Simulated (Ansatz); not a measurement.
Density of states of LiF

```cif
data_structure
_symmetry_space_group_name_H-M 'Fm-3m'
_symmetry_Int_Tables_number 225
_cell_length_a 4.0280
_cell_length_b 4.0280
_cell_length_c 4.0280
_cell_angle_alpha 90.000
_cell_angle_beta 90.000
_cell_angle_gamma 90.000
_cell_volume 65.35
loop_
_atom_site_label
_atom_site_type_symbol
_atom_site_symmetry_multiplicity
_atom_site_Wyckoff_symbol
_atom_site_fract_x
_atom_site_fract_y
_atom_site_fract_z
_atom_site_occupancy
Li1 Li 4 a 0.00000 0.00000 0.00000 1
F1 F 4 b 0.50000 0.00000 0.00000 1
```

The runs use the primitive cell with vectors (0.000, 2.014, 2.014), (2.014, 0.000, 2.014), (2.014, 2.014, 0.000) Å, to which the k mesh refers.

The geometry is COD entry 1010990, unchecked; take it as a test cell.

All numbers below come from DFT, LDA, all-electron LAPW, scalar-relativistic in Ansatz 0.2.0.

Sampling and basis: a Γ-centred 10×10×10 k mesh, Fermi–Dirac smearing of 0.03 eV, basis error target 1 meV/atom, no spin polarisation.

Which of the resolved shells contributes most in the top eV of the valence band?

F 2p, with 99 % of all states there; Li 2s follows with 0 %.

Tabulate the density of states.

States per eV and cell, averaged over 0.6 eV, from -3.3 to 0.1 eV, with energies (bin centres) from the valence-band top; empty bins are left out. The partial columns, the largest 2 alone, are projections on Löwdin-orthogonalised atomic shells (those that the program's projection atoms carry: the occupied ones and, for some elements, an empty d or f shell; other empty shells have no column), summed over atoms of an element. Weights on diffuse s and p shells depend on that basis and aren't pure angular character.
| E (eV) | total | F 2p | Li 2s |
| --- | --- | --- | --- |
| -3.1 | 0.09 | 0.09 | 0.00 |
| -2.5 | 1.73 | 1.62 | 0.08 |
| -1.9 | 1.38 | 1.29 | 0.07 |
| -1.3 | 1.64 | 1.58 | 0.03 |
| -0.7 | 3.11 | 3.07 | 0.01 |
| -0.1 | 2.05 | 2.04 | 0.00 |
